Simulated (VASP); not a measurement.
GaN:

```
Ga N
1.0
     0.00000    2.25350    2.25350
     2.25350    0.00000    2.25350
     2.25350    2.25350    0.00000
Ga N
1 1
Direct
  0.00000 0.00000 0.00000
  0.25000 0.25000 0.25000
```

The cell is a database's computed one.

```yaml
Program: VASP 6.6.1
Task: relaxation of cell and atoms
Functional: RPBE
Potentials_or_basis: VASP PAW PBE potentials, release 64 (Ga_d, N)
Cutoff: 600 eV
k_mesh: 10 × 10 × 10
Occupations: gaussian, width 0.02 eV
Spin: no spin polarisation
```

At the start: pressure 8.9 GPa; volume 11.44 Å³/atom.

Task: How do energy, volume and symmetry change on relaxing?

Result: Over 3 steps the energy falls by 15.5 meV/atom and the volume is 12.03 Å³/atom (+5.1 %); space group F-43m (No. 216, to 0.05 Å).

Step by step:
```csv
step,energy change (eV),largest force (eV/Å),pressure (GPa),volume (Å³)
1,0.0000,0.0000,8.85,22.89
2,-0.0124,0.0000,-5.70,25.05
3,-0.0309,0.0000,-0.03,24.06
```

Final structure:
```
Ga N
1.0
     0.00000    2.29142    2.29142
     2.29142    0.00000    2.29142
     2.29142    2.29142    0.00000
Ga N
1 1
Cartesian
  0.0000 0.0000 0.0000
  1.1457 1.1457 1.1457
```

Caveat: the PAW data sets were made with another functional, which shifts forces and pressure a little.
